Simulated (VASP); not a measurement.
Here is a VASP 6.6.1 calculation.

Contents of INCAR:

```
PREC     = Accurate       # precision mode
ENCUT    = 520            # plane-wave cutoff, eV
EDIFF    = 1E-7           # SCF threshold, eV
ISMEAR   = 0              # smearing method
SIGMA    = 0.02           # smearing width, eV
LREAL    = False          # projectors in reciprocal space
LASPH    = True           # aspherical terms in the spheres
NELM     = 100            # most SCF steps
ALGO     = Normal         # electronic algorithm
ISIF     = 2              # what is computed and relaxed
LWAVE    = False          # write WAVECAR
LCHARG   = False          # write CHGCAR
GGA      = PS             # functional
LOPTICS  = True           # frequency-dependent dielectric function
NBANDS   = 76             # bands
NEDOS    = 2000           # points of the DOS
CSHIFT   = 0.05
```

KPOINTS

```
regular mesh
0
Gamma
  5 5 5
```

File POSCAR:

```
In2O3
1.0
    2.7435000000      1.5839604635      4.8366666667
   -2.7435000000      1.5839604635      4.8366666667
    0.0000000000     -3.1679209270      4.8366666667
In O
4 6
Direct
    0.8573100000      0.8573100000      0.8573100000
    0.6426900000      0.6426900000      0.6426900000
    0.1426900000      0.1426900000      0.1426900000
    0.3573100000      0.3573100000      0.3573100000
    0.0480000000      0.7500000000      0.4520000000
    0.7500000000      0.4520000000      0.0480000000
    0.4520000000      0.0480000000      0.7500000000
    0.9520000000      0.2500000000      0.5480000000
    0.2500000000      0.5480000000      0.9520000000
    0.5480000000      0.9520000000      0.2500000000
```

Potentials or basis: VASP PAW PBE potentials, release 64 (In_d, O).

Launch:

```bash
$ cat potpaw_PBE.64/In_d/POTCAR potpaw_PBE.64/O/POTCAR > POTCAR
$ mpirun -np 1 vasp_std > vasp.out
```

**Question.** What does it give for the band gap on the k mesh?

**Answer.** 1.19 eV, indirect (least direct gap 1.24 eV).

**Question.** Estimate the pressure.

**Answer.** 2.6 GPa.

**Question.** Predict the largest force.

**Answer.** 0.167 eV/Å.

Forces in eV/Å, atoms in the order of the input:
```
In   0.000  0.000 -0.059
In   0.000  0.000  0.059
In   0.000  0.000  0.059
In   0.000  0.000 -0.059
O   -0.083 -0.145  0.000
O   -0.083  0.145  0.000
O    0.167  0.000  0.000
O    0.083  0.145  0.000
O    0.083 -0.145  0.000
O   -0.167  0.000  0.000
```

Caveat: spectra need much finer meshes, so this one isn't converged; independent-particle spectra lack excitons; the PAW data sets were made with another functional, which shifts forces and pressure a little; spin-orbit coupling is left out, which moves the levels of the heavy elements; an odd mesh through Γ misses points on the zone boundary, where band edges often lie.

The gap isn't set beside the measured one, since this odd mesh misses points on the zone boundary.
